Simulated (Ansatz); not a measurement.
**Br_O in Al2O3 (R-3c): charge-transition levels and formation energies**

Wanted: the transition levels of a substitutional impurity in Al2O3 (R-3c), from a cell of 80 host atoms with 1 O taken out and 1 Br put in.

Main program and level: Ansatz 0.2.0; place-levels on PBEsol runs: charge-transition levels and formation energies with image-charge correction and potential alignment at the atomic sites.

**Measured values to reproduce.**

“Multi-petahertz electron interference in Cr:Al2O3 solid-state material” (2018, pmc:5906618) quotes from earlier work for Al2O3, alpha (corundum) (high-purity reference sample): band gap (optical band gap of host from absorption) 8.7 eV [literature value quoted for a high-purity sample; optical absorption edge, temperature …].

## 1. Starting point

The cell holds 80 atoms: 32 Al, 47 O and 1 Br. Its edges and angles: a = 10.280 Å, b = 10.280 Å, c = 10.280 Å, α = 55.3°, β = 55.3°, γ = 55.3°. It derives from Al2O3 (space group R-3c). Nearest the centre at fractional (0.625, 0.278, 0.472): Br49 at 0.00 Å, Al41 at 1.86 Å, Al2 at 1.86 Å, Al54 at 1.97 Å, Al53 at 1.97 Å, O16 at 2.53 Å, O80 at 2.53 Å, O58 at 2.62 Å.

Screening for the image-charge correction: ε∞ = (3.30, 3.30, 3.26), ε0 = (9.72, 9.72, 11.81), computed on the host (DFPT, PBEsol).

The cell's shortest repeat is 9.5 Å.

## 2. What was run first

A transition level is the Fermi level at which two charge states cost the same, so each charge needs its own total energy, at its own relaxed structure.

Random displacements of about 0.05 Å break the site symmetry at the start, so that the relaxation can reach a distorted minimum if there is one. Forces are taken at one point at (¼, ¼, ¼). The cell holds 1 electron fewer than the neutral one, with a uniform background that keeps it neutral on the whole.

The sampling was tested on the host first: at the k-points planned (1x1x1 shifted 0.25 0.25 0.25) its energy lies 0.004 eV an atom from the dense-mesh value, under the bound of 0.02 eV set for this test; that bounds the host's error, not the defect's.

One state's input; the others differ in charge, spin, start and seed, and in occupations where the table says so.

The input, qp1.relax/input.yaml:

```yaml
crystal:
  lattice:
    - [4.77386743, 2.75619364, 8.67653806]
    - [-4.77386743, 2.75619364, 8.67653806]
    - [0.0, -5.51238729, 8.67653806]
  atoms:
    - { symbol: Al, position: [0.32396044, 0.32396044, 0.32396044] }
    - { symbol: Al, position: [0.42603956, 0.42603956, 0.42603956] }
[... 8 atom lines left out ...]
    - { symbol: Al, position: [0.32396044, 0.32396044, 0.82396044] }
[... 4 atom lines left out ...]
    - { symbol: O, position: [0.47207012, 0.125, 0.77792988] }
[... 1 atom line left out ...]
    - { symbol: O, position: [0.375, 0.22207012, 0.52792988] }
[... 1 atom line left out ...]
    - { symbol: O, position: [0.27792988, 0.47207012, 0.625] }
[... 5 atom lines left out ...]
    - { symbol: O, position: [0.47207012, 0.625, 0.27792988] }
[... 14 atom lines left out ...]
    - { symbol: Al, position: [0.82396044, 0.32396044, 0.32396044] }
[... 3 atom lines left out ...]
    - { symbol: O, position: [0.72207012, 0.02792988, 0.375] }
    - { symbol: O, position: [0.97207012, 0.125, 0.27792988] }
    - { symbol: O, position: [0.52792988, 0.375, 0.22207012] }
[... 1 atom line left out ...]
    - { symbol: Br, position: [0.625, 0.27792988, 0.47207012] }
    - { symbol: O, position: [0.77792988, 0.47207012, 0.125] }
[... 2 atom lines left out ...]
    - { symbol: Al, position: [0.57396044, 0.07396044, 0.57396044] }
    - { symbol: Al, position: [0.67603956, 0.17603956, 0.67603956] }
[... 2 atom lines left out ...]
    - { symbol: O, position: [0.52792988, 0.375, 0.72207012] }
    - { symbol: O, position: [0.875, 0.22207012, 0.52792988] }
[... 3 atom lines left out ...]
    - { symbol: Al, position: [0.92603956, 0.92603956, 0.42603956] }
[... 2 atom lines left out ...]
    - { symbol: O, position: [0.72207012, 0.52792988, 0.375] }
[... 7 atom lines left out ...]
    - { symbol: Al, position: [0.57396044, 0.57396044, 0.57396044] }
[... 6 atom lines left out ...]
    - { symbol: O, position: [0.77792988, 0.97207012, 0.625] }
  host:
    repeats: [2, 2, 2]
    atoms:
      - { symbol: Al, position: [0.64792089, 0.64792089, 0.64792089] }
      - { symbol: Al, position: [0.85207911, 0.85207911, 0.85207911] }
      # ... 8 more atoms of the perfect host
total_charge: 1
basis:
  ecutwfc: 420
  xc_grid: 2
hamiltonian:
  xc: pbesol
kpoints:
  mp_grid: { grid: [1, 1, 1], shift: [0.25, 0.25, 0.25] }
scf:
  occupations: { method: fixed }
  max_iter: 100
output:
  forces: true
  charged_corrections:
    epsilon: [3.3, 3.3, 3.26]
    static_epsilon: [9.72, 9.72, 11.81]
    defect_position: [0.625, 0.278073, 0.471927]
relax:
  f_tol: 0.02
  max_steps: 80
  random_displacement: { amplitude: 0.05, seed: 6537 }
checkpoint:
  write: "../qp1.relax.run"
  compress: false
  write_wavefunctions: true
  write_every: 100000
```

Launch:

```sh
> ansatz run input.yaml --threads 8 --pin off --max-ram 22609MiB --backend cpu --events-out ev --progress --plain --runs-dir out
```

The relaxed structure is kept and the sampling changed to a 2×2×2 shifted mesh.

The run of this state that the levels use, under PBEsol:

The input, qp1.point/input.yaml:

```yaml
crystal:
  checkpoint: "../qp1.relax.run"
  host: checkpoint
total_charge: 1
basis:
  ecutwfc: 420
  xc_grid: 2
hamiltonian:
  xc: pbesol
kpoints:
  mp_grid: { grid: [2, 2, 2], shift: [0.5, 0.5, 0.5] }
scf:
  occupations: { method: fermi_dirac, width: 0.01 }
  max_iter: 100
output:
  forces: true
  eigenvalues: true
  charged_corrections:
    epsilon: [3.3, 3.3, 3.26]
    static_epsilon: [9.72, 9.72, 11.81]
    defect_position: [0.625, 0.278073, 0.471927]
  eigenstates: { localisation: true }
  populations: true
  band_densities: [{ bands: [v1, v1] }, { bands: [c1, c1] }]
  write_density: true
  write_potential: true
  volumetric_format: npy
checkpoint:
  read: "../qp1.relax.run"
  write: "../qp1.point.run"
  compress: false
  write_wavefunctions: false
  write_every: 100000
```

Relaxations under PBEsol at one point at (¼, ¼, ¼); times on 8 threads of Arm Neoverse V2, shared host:

| charge | moment (μB) | occupations | outcome | steps | largest displacement against the far atoms (Å) | time |
| --- | --- | --- | --- | --- | --- | --- |
| 0 | 1 | fixed | converged | 6 | 0.42 | 63 s |
| +1 | 0 | fixed | converged | 6 | 0.42 | 42 s |

Single points under PBEsol at a 2×2×2 shifted mesh; times on 8 threads of Arm Neoverse V2, shared host:

| charge | moment (μB) | occupations | outcome | time |
| --- | --- | --- | --- | --- |
| 0 | 1 | fermi-dirac | converged | 1.7 min |
| +1 | 0 | fermi-dirac | converged | 29 s |

Distances (Å) from Br49 to the nearest atoms after relaxation with PBEsol:

| charge | moment (μB) | 1. | 2. | 3. | 4. | 5. | 6. |
| --- | --- | --- | --- | --- | --- | --- | --- |
| 0 | 1 | Al 2.20 | Al 2.20 | Al 2.32 | Al 2.32 | O 2.70 | O 2.70 |
| +1 | 0 | Al 2.19 | Al 2.19 | Al 2.31 | Al 2.31 | O 2.70 | O 2.70 |

## 3. Levels against the band edges, PBEsol

A charged cell interacts with its images and the background, and its potential has another zero than the host's. place-levels removes the first by a point-charge model, screened by the static dielectric constant since the ions have relaxed around the charge, and the second by comparing potentials at atoms far from the defect.

The host is a run of the defect-free crystal in the same cutoffs, grids and k-points, so that basis and sampling errors cancel in part in the differences. The host is run in a cell of 10 atoms on a matching mesh. Its band edges are searched through the zone by a band path, so the gap is smaller than, or equal to, that on the mesh. Chemical potentials are energies per atom of O (O2 molecule) and Br (solid Br2 (Cmce)), run with the same functional and cutoff.

The input, levels.point.yaml:

```yaml
host:
  run: host.point.run
states: [q0_M1.point.run, qp1.point.run]
geometry_from:
  q0_M1.point.run: q0_M1.relax.run
  qp1.point.run: qp1.relax.run
  host.point.run: host.relax.run
chemical_potentials:
  O:
    energy: -558.282649
    dataset: "<sha256 of the dataset>"
  Br:
    energy: -2736.47272
    dataset: "<sha256 of the dataset>"
epsilon: [3.3, 3.3, 3.26]
static_epsilon: [9.72, 9.72, 11.81]
vertical:
  - { from: qp1.point.run, to: qp1.point_neutral.run }
```

Launch:

```sh
> ansatz place-levels levels.point.yaml -- --threads 8 --pin off --max-ram 22609MiB
```

Numbers of over 12 decimals in the logs are rounded to 6 here.

What it wrote:

```text
[... repeated set-up lines and file paths are left out, and long positions are rounded to six places ...]
(+1/0) 6.054 eV above the valence edge (+6.806 eV without the band-filling correction), in the conduction band
formation energy of charge +1: +5.664 eV with the Fermi level at the valence edge
formation energy of charge 0: +11.718 eV with the Fermi level at the valence edge
vertical +1 to 0: no energy, since no alignment is typed
  the change from vertical[0].from (qp1.point.run) to vertical[0].to (qp1.point_neutral.run): by its potential at epsilon [3.3, 3.3, 3.26] it is spread over the cell along a vector, with an rms radius of about 6.1 Å (3.8 3.4 3.4 Å across the planes of the [...]
  edges by pbesol, gap 6.030 eV; the host is sampled to repeats of 19.10 Å
  the defect's cells are sampled to repeats of 19.10 Å, like sampling
  charge +1: -46010.8508 eV with its correction of +0.468 eV, at epsilon [9.72, 9.72, 11.81], aligned at sites: +0.2409 eV, mean over 29 atomic sites at or beyond 4.77 Å from the host's site at [0.6250, 0.2779, 0.4721] by the defect at [0.6250, 0.2781, [...]
  charge 0: +0.000 eV for its dipole among its images, +0.000 omitted
  of states[1] (qp1.point.run): it parts from the run at its places by a charge that spreads by about 3.8 Å along one vector (1.4 Å or more is wide), by its potential at epsilon [3.3, 3.3, 3.26], taken for that of held ions (one typed too small widens it), [...]
  of states[0] (q0_M1.point.run): a band-filling correction moves a carrier to the host's band edge, which changes its energy by -0.752 eV; its displacements don't fall off away from the defect: farther atoms stand 0.017 Å off the host's places. [...]
  of vertical[0].from (qp1.point.run): its displacements don't fall off away from the defect: farther atoms stand 0.016 Å off the host's places. [...]
  of vertical[0].to (qp1.point_neutral.run): its displacements don't fall off away from the defect: farther atoms stand 0.016 Å off the host's places. [...]
```

Elapsed: 0.21 s, on 8 threads of Arm Neoverse V2, shared host.

Levels between the charges placed, in eV above the valence top:

|  | gap (eV) | (+1/0) |
| --- | --- | --- |
| PBEsol | 6.03 | 6.05 |

Corrections by state:

| charge | moment (μB) | image terms and alignment (eV) | band filling (eV) | ε used | over the lowest of its charge, as the program ranks them, band filling apart (eV) |
| --- | --- | --- | --- | --- | --- |
| +1 | 0.0 | 0.468 | - | principal values (9.72, 9.72, 11.81) | 0.000 |
| 0 | 1.0 | 0.000 | -0.752 | - | 0.000 |

The charged structures listed were also run neutral, and place-levels reads from each pair, by the potential or the spins, how wide the charge is by which they differ; that can be the carrier of either run.

| charge | rms radius (Å) | spread where it is widest against the cell (Å) | wide from (Å) | reading |
| --- | --- | --- | --- | --- |
| +1 | 6.1 | 3.81 | 1.36 | wide |

The neutral runs of these pairs need not share the spin of the lowest neutral state, and very wide values only mean spread over the cell.

From the program's caveats on the states, each cut to its opening words:

- charge +1: it parts from the run at its places by a charge that spreads by about 3.8 Å along one vector (1.4 Å or more is wide), by its potential at epsilon [3.3, 3.3, [...]
- charge +1: its displacements don't fall off away from the defect: farther atoms stand 0.016 Å off the host's places
- charge 0 (1 μB): a band-filling correction moves a carrier to the host's band edge, which changes its energy by -0.752 eV
- charge 0 (1 μB): its displacements don't fall off away from the defect: farther atoms stand 0.017 Å off the host's places
- charge 0 (1 μB): its moments are held at its close (magnetization.spin_locking), by a field of 0.426 eV a Bohr magneton, and its energy and levels are of the state that this [...]

Formation energies (eV), elemental references (Δμ(O) = 0.00 eV, Δμ(Br) = 0.00 eV):

| charge | Fermi level at the valence top | at the conduction bottom |
| --- | --- | --- |
| +1 | 5.66 | 11.69 |
| 0 | 11.72 | 11.72 |

## 4. The same at the relaxations' own k-points

The relaxations' own energies give the levels at their sampling, for comparison.

The input, levels.relax_mesh.yaml:

```yaml
host:
  run: host.relax.run
states: [q0_M1.relax.run, qp1.relax.run]
chemical_potentials:
  O:
    energy: -558.282649
    dataset: "<sha256 of the dataset>"
  Br:
    energy: -2736.47272
    dataset: "<sha256 of the dataset>"
```

Launch:

```sh
> ansatz place-levels levels.relax_mesh.yaml -- --threads 8 --pin off --max-ram 22609MiB
```

What it wrote:

```text
[...]
formation energy of charge +1: +5.679 eV with the Fermi level at the valence edge
formation energy of charge 0: +11.735 eV with the Fermi level at the valence edge
  edges by pbesol, gap 6.028 eV; the host is sampled to repeats of 9.55 Å
[... the lines on each state left out ...]
```

Wall time 0.08 s (8 threads).

Levels between neighbouring charges, in eV above the valence top:

|  | gap (eV) | (+1/0) |
| --- | --- | --- |
| one point at (¼, ¼, ¼) | 6.03 | 6.06 |
| a 2×2×2 shifted mesh | 6.03 | 6.05 |

Going from one point at (¼, ¼, ¼) to a 2×2×2 shifted mesh moves formation energies against the elements by up to 0.02 eV; band-filling terms, which differ between samplings, are in these energies.

## 5. Summary of results

| Quantity | Value |
| --- | --- |
| gap of the host | 6.03 eV (PBEsol) |
| level (plus 1/0) | 6.05 eV above the valence top, past the conduction bottom (6.81 eV above the valence top without the band-filling term) |
| lowest of the charges placed, just above the valence top (0.02 eV) | +1 |
| lowest of the charges placed, just below the conduction bottom (0.02 eV) | +1 |
| lowest formation energy at mid-gap of the charges run, elemental references | 8.68 eV |

What this shows: Of the charges placed (0 and +1), +1 is the lowest from 0.02 eV above the valence top to 0.02 eV below the conduction bottom, a gap of 6.03 eV. Charges above +1 and below 0 were not placed, so these runs say nothing of levels that involve them. States placed: +1 at 0 μB; 0 at 1 μB. Other spin states or structures, where not listed, weren't placed. The program finds carriers beyond a band edge of the host and adds a band-filling term at charge 0 (-0.75 eV); steps to such a charge show no bound level, and a defect level inside a band would be read the same way. Br is taken at its element; compounds, which aren't counted here, bound the chemical potentials and would shift these formation energies. Going from one point at (¼, ¼, ¼) to a 2×2×2 shifted mesh moves formation energies against the elements by up to 0.02 eV; band-filling terms, which differ between samplings, are in these energies. Keep in mind: PBEsol makes the gap too small and tends to spread out bound carriers; where a gas molecule sets a chemical potential or the host's formation energy, its binding is uncorrected.

Calculation against experiment:

| quantity | measured | PBEsol |
| --- | --- | --- |
| band gap (least gap of the host; the measured gap is an optical one, which needn't be the least gap) (eV) | 8.7 | 6.03 (-2.67 eV) |

Measured values from pmc:5906618 (2018).

How well it matches: The band gap is off by -2.67 eV: a clear miss. Local and semilocal functionals usually give gaps below the measured ones. An optical gap can lie under the band gap by the exciton's binding. Zero-point and thermal motion shift the measured gap.

[Logs are printed without paths, hosts, clocks, repeated set-up lines and the standing remarks that a program may print on its own settings, such as how far it seeks lower states.]

[Hosts, paths, dates, database ids (printed as entryN), source tags and the programs' standing remarks are cut or masked in the printed files.]

[Where a table of states has a column of steps, it counts the stored structures, which are thinned; the runs took as many ionic steps or more.]

[A defect's name tells the site on which it was built; relaxed atoms can leave that site.]

[For some hosts the program warned that the k-mesh of the response run may be too coarse for force constants and the static dielectric constant; such warnings are not shown here.]
